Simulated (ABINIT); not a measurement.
# BaZrO3 (Pm-3m) in ABINIT: settings compared

The runs below take BaZrO3 through band structure, with r2SCAN, TB-mBJ.

Program: ABINIT 10.8.3 (patched build). These are calculated values, not measurements. Logs are shortened: lines on timing, memory, paths and dates and some standing lists are left out, and cuts for length are marked. The log counts tension as positive stress, the text compression.

**1. Starting point**

The structure is cubic, space group Pm-3m (No. 221). The conventional cell has a = 4.191 Å, b = 4.191 Å, c = 4.191 Å, α = 90.00°, β = 90.00°, γ = 90.00°. Ba (site symmetry m-3m) is surrounded by 12 O at 2.96 Å. Zr (site symmetry m-3m) is surrounded by 6 O at 2.10 Å. Around O (site symmetry 4/mmm) lie 2 Zr at 2.10 Å.

**2. Band structure, r2SCAN**

run.abi

```
# Datasets: ground state, then fixed potential
ndtset 2

# Pseudopotentials
pp_dirpath "./"
pseudos "Ba.GGA_PBE-JTH.xml, Zr.GGA_PBE-JTH.xml, O.GGA_PBE-JTH.xml"

# Structure
acell 4.19134 4.19134 4.19134 Angstrom
rprim
     1.0000000000     0.0000000000     0.0000000000
     0.0000000000     1.0000000000     0.0000000000
     0.0000000000     0.0000000000     1.0000000000
ntypat 3
znucl 56 40 8
natom 5
typat 1 2 3 3 3
xred
     0.0000000000     0.0000000000     0.0000000000
     0.5000000000     0.5000000000     0.5000000000
     0.5000000000     0.5000000000     0.0000000000
     0.5000000000     0.0000000000     0.5000000000
     0.0000000000     0.5000000000     0.5000000000

# Plane-wave basis
ecut 28.0
pawecutdg 50.0

# Exchange and correlation
ixc -497498
usekden 1
pawxcdev 0

# Bands and occupations
occopt 3
tsmear 0.05 eV

# SCF cycle
nstep 100

# Output
iomode 3
prtwf 0
prteig 0
prtebands 0
enunit 1
prtden1 1
prtkden1 1

# Dataset 1
kptopt1 1
ngkpt1 6 6 6
nshiftk1 1
shiftk1 0.0 0.0 0.0
nband1 24
tolvrs1 1.0e-7

# Dataset 2: bands along G-X-M-G-R-X
iscf2 -2
getden2 1
getkden2 1
nband2 30
nbdbuf2 4
tolwfr2 1.0e-11
kptopt2 -5
ndivsm2 6
prteig2 1
kptbounds2
     0.0000000000     0.0000000000     0.0000000000
     0.0000000000     0.5000000000     0.0000000000
     0.5000000000     0.5000000000     0.0000000000
     0.0000000000     0.0000000000     0.0000000000
     0.5000000000     0.5000000000     0.5000000000
     0.0000000000     0.5000000000     0.0000000000
```

Potentials or basis: JTH PAW PBE v2.0.

Run with:

```bash
abinit run.abi > log 2>&1
```

run.abo:

```text
.Version 10.8.3 of ABINIT
 DATASET    1 : space group Pm -3 m (#221); Bravais cP (primitive cubic)
================================================================================
 Values of the parameters that define the memory need for DATASET  1.
     intxc =       0    ionmov =       0      iscf =      17    lmnmax =      18
     lnmax =       6     mgfft =      40  mpssoang =       3    mqgrid =    3001
     natom =       5  nloc_mem =       2    nspden =       1   nspinor =       1
    nsppol =       1      nsym =      48    n1xccc =       1    ntypat =       3
    occopt =       3   xclevel =       2
       mpw =        3536          nfft =       64000          nkpt =          20
 PAW method is used; the additional fine FFT grid is defined by:
   mgfftf=        54    nfftf =    157464
================================================================================
================================================================================

 DATASET    2 : space group Pm -3 m (#221); Bravais cP (primitive cubic)
================================================================================
 Values of the parameters that define the memory need for DATASET  2.
     intxc =       0    ionmov =       0      iscf =      -2    lmnmax =      18
     lnmax =       6     mgfft =      40  mpssoang =       3    mqgrid =    3001
     natom =       5  nloc_mem =       2    nspden =       1   nspinor =       1
    nsppol =       1      nsym =      48    n1xccc =       1    ntypat =       3
    occopt =       3   xclevel =       2
       mpw =        3548          nfft =       64000          nkpt =          39
 PAW method is used; the additional fine FFT grid is defined by:
   mgfftf=        54    nfftf =    157464
================================================================================
================================================================================

--------------------------------------------------------------------------------
------------- Echo of variables that govern the present computation ------------
--------------------------------------------------------------------------------
 -outvars: echo values of preprocessed input variables --------
            acell      7.9204847006E+00  7.9204847006E+00  7.9204847006E+00 Bohr
              amu      1.37327000E+02  9.12240000E+01  1.59994000E+01
             ecut      2.80000000E+01 Hartree
           enunit           1
           getden1          0
           getden2          1
          getkden1          0
          getkden2          1
             iscf1         17
             iscf2         -2
              ixc     -497498
           jdtset        1    2
           kptopt1          1
[... 775 lines left out ...]

 cartesian coordinates (angstrom) at end:
    1      0.00000000000000     0.00000000000000     0.00000000000000
    2      2.09567000000000     2.09567000000000     2.09567000000000
    3      2.09567000000000     2.09567000000000     0.00000000000000
    4      2.09567000000000     0.00000000000000     2.09567000000000
    5      0.00000000000000     2.09567000000000     2.09567000000000
 length scales=  7.920484700562  7.920484700562  7.920484700562 bohr
              =  4.191340000000  4.191340000000  4.191340000000 angstroms
 Eigenvalues (   eV  ) for nkpt=  39  k points:
 kpt#   1, nband= 30, wtk=  1.00000, kpt=  0.0000  0.0000  0.0000 (reduced coord)
 -43.92761  -21.38121  -21.36169  -21.36169  -21.36169  -12.73743  -12.49372  -12.49372
  -6.11262   -6.11262   -6.11262    3.12127    3.12127    3.12127    3.58172    3.58172
   3.58172    4.35825    4.35825    4.35825    8.30929    8.30929    8.30929    9.77144
   9.77144   11.36471   12.55754   12.55754   13.70889   13.70889
 kpt#   2, nband= 30, wtk=  1.00000, kpt=  0.0000  0.0833  0.0000 (reduced coord)
 -43.92735  -21.44309  -21.36123  -21.36123  -21.31545  -12.73002  -12.49229  -12.44990
  -6.10782   -6.10782   -6.10018    3.01161    3.09836    3.09836    3.51611    3.51611
   3.52921    4.15859    4.33184    4.33184    8.33412    8.47140    8.47140    9.88701
   9.89211   11.51967   12.55807   12.79785   13.63369   13.74451
 kpt#   3, nband= 30, wtk=  1.00000, kpt=  0.0000  0.1667  0.0000 (reduced coord)
 -43.92663  -21.52717  -21.35995  -21.35995  -21.27312  -12.74559  -12.48833  -12.29128
  -6.09463   -6.09463   -6.06629    2.66578    3.03209    3.03209    3.35124    3.35124
   3.39379    3.72312    4.27167    4.27167    8.40456    8.90692    8.90692   10.20286
  10.23289   11.93577   12.55916   13.41320   13.42031   13.82775
 kpt#   4, nband= 30, wtk=  1.00000, kpt=  0.0000  0.2500  0.0000 (reduced coord)
 -43.92565  -21.61555  -21.35819  -21.35819  -21.23978  -12.79403  -12.48290  -12.03935
[... 164 lines left out ...]
 -43.92255  -21.73665  -21.39891  -21.39737  -21.21167  -12.71747  -12.33819  -11.51363
  -6.12680   -6.01488   -5.99413    0.85449    1.94324    2.38762    2.47392    2.69564
   3.56648    3.59209    3.60211    3.73303    9.31901   10.83491   10.85859   11.98148
  12.31847   13.10787   13.12432   13.32917   13.59504   15.09817
 kpt#  38, nband= 30, wtk=  1.00000, kpt=  0.0625  0.5000  0.0625 (reduced coord)
 -43.92339  -21.75836  -21.36632  -21.36586  -21.19795  -12.85862  -12.43742  -11.49225
  -6.06251   -6.02352   -5.95053    0.86754    2.38307    2.60889    2.61946    2.69390
   3.22272    3.26605    3.97857    3.99824    8.90368   10.81463   10.83257   11.68865
  12.03717   12.68820   12.73328   13.58451   13.71054   14.52080
 kpt#  39, nband= 30, wtk=  1.00000, kpt=  0.0000  0.5000  0.0000 (reduced coord)
 -43.92369  -21.76621  -21.35469  -21.35469  -21.19284  -12.90773  -12.47201  -11.48354
  -6.03966   -6.03966   -5.92845    0.87296    2.67552    2.67552    2.83275    2.87064
   2.87064    2.91598    4.12005    4.12005    8.74547   10.82970   10.82970   11.56916
  11.90496   12.54383   12.54863   13.79810   13.79810   14.18467

== END DATASET(S) ==============================================================
================================================================================

 -outvars: echo values of variables after computation  --------
            acell      7.9204847006E+00  7.9204847006E+00  7.9204847006E+00 Bohr
           etotal1    -8.2632060280E+01
            fcart1    -0.0000000000E+00 -0.0000000000E+00 -0.0000000000E+00
                      -0.0000000000E+00 -0.0000000000E+00 -0.0000000000E+00
                      -0.0000000000E+00 -0.0000000000E+00 -0.0000000000E+00
                      -0.0000000000E+00 -0.0000000000E+00 -0.0000000000E+00
                      -0.0000000000E+00 -0.0000000000E+00 -0.0000000000E+00
           strten1    -5.8570457095E-05 -5.8570457095E-05 -5.8570457095E-05
                       0.0000000000E+00  0.0000000000E+00  0.0000000000E+00
           xangst      0.0000000000E+00  0.0000000000E+00  0.0000000000E+00
                       2.0956700000E+00  2.0956700000E+00  2.0956700000E+00
                       2.0956700000E+00  2.0956700000E+00  0.0000000000E+00
                       2.0956700000E+00  0.0000000000E+00  2.0956700000E+00
                       0.0000000000E+00  2.0956700000E+00  2.0956700000E+00
             xred      0.0000000000E+00  0.0000000000E+00  0.0000000000E+00
                       5.0000000000E-01  5.0000000000E-01  5.0000000000E-01
                       5.0000000000E-01  5.0000000000E-01  0.0000000000E+00
                       5.0000000000E-01  0.0000000000E+00  5.0000000000E-01
                       0.0000000000E+00  5.0000000000E-01  5.0000000000E-01
 Calculation completed.
```

Wall time 5.6 min (1 thread of Arm Neoverse V2, shared host); peak memory 0.24 GiB.

Results:

```
Free energy                                           : -2248.5329 eV
Pressure                                              : 1.7 GPa
Band gap on the k mesh                                : 3.71 eV, indirect (least direct gap 3.95 eV)
Band gap along the path                               : 3.71 eV, indirect (least direct gap 3.95 eV)
Valence electrons inside the program's atomic spheres : Ba 6.50; Zr 8.94; O 4.61
```

Levels at the corners of the path, in eV from the valence-band top:
```tsv
point	band 17	band 18	band 19	band 20	band 21	band 22	band 23	band 24
Γ	-1.01	-0.24	-0.24	-0.24	3.71	3.71	3.71	5.18
X	-1.72	-1.68	-0.48	-0.48	4.15	6.23	6.23	6.97
M	-0.94	-0.94	-0.81	-0.07	6.20	6.20	7.00	7.14
Γ	-1.01	-0.24	-0.24	-0.24	3.71	3.71	3.71	5.18
R	-2.55	0.00	0.00	0.00	6.63	6.63	6.63	7.56
X	-1.72	-1.68	-0.48	-0.48	4.15	6.23	6.23	6.97
```

Caveat: this set's barium file shifts pressures by 1.5 GPa and gaps by 0.1 eV against other sets; totals of a meta-GGA on PAW files have another zero than those of a GGA; the PAW data sets were made with another functional, which shifts forces and pressure a little; spin-orbit coupling is left out, which moves the levels of the heavy elements. r2SCAN opens gaps a little over a GGA but as a rule still falls short of measured ones.

[end of part 1 of 2]
